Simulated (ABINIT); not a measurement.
The system is Ta.

```
CELL_PARAMETERS angstrom
-1.65128 1.65128 1.65128
1.65128 -1.65128 1.65128
1.65128 1.65128 -1.65128
ATOMIC_POSITIONS crystal
Ta 0.00000 0.00000 0.00000
```

Base run:

- Program: ABINIT 10.8.3 (patched build)
- Functional: revPBE
- Potentials or basis: JTH PAW PBE v2.0
- Cutoff: 626 eV
- k mesh: 11 × 11 × 11
- Occupations: fermi-dirac, width 0.05 eV
- Spin: no spin polarisation

Its results: band gap on the k mesh none (metal or under the smearing width); pressure 4.6 GPa.

The run is repeated on the same cell with these changes: functional from revPBE to AM05. What comes out?

Band gap on the k mesh none (metal or under the smearing width); pressure -5.3 GPa.

AM05 binds more tightly than revPBE, so the same cell stands under less pressure.

Caveats: the PAW data sets were made with another functional, which shifts forces and pressure a little; spin-orbit coupling is left out, which moves the levels of the heavy elements.
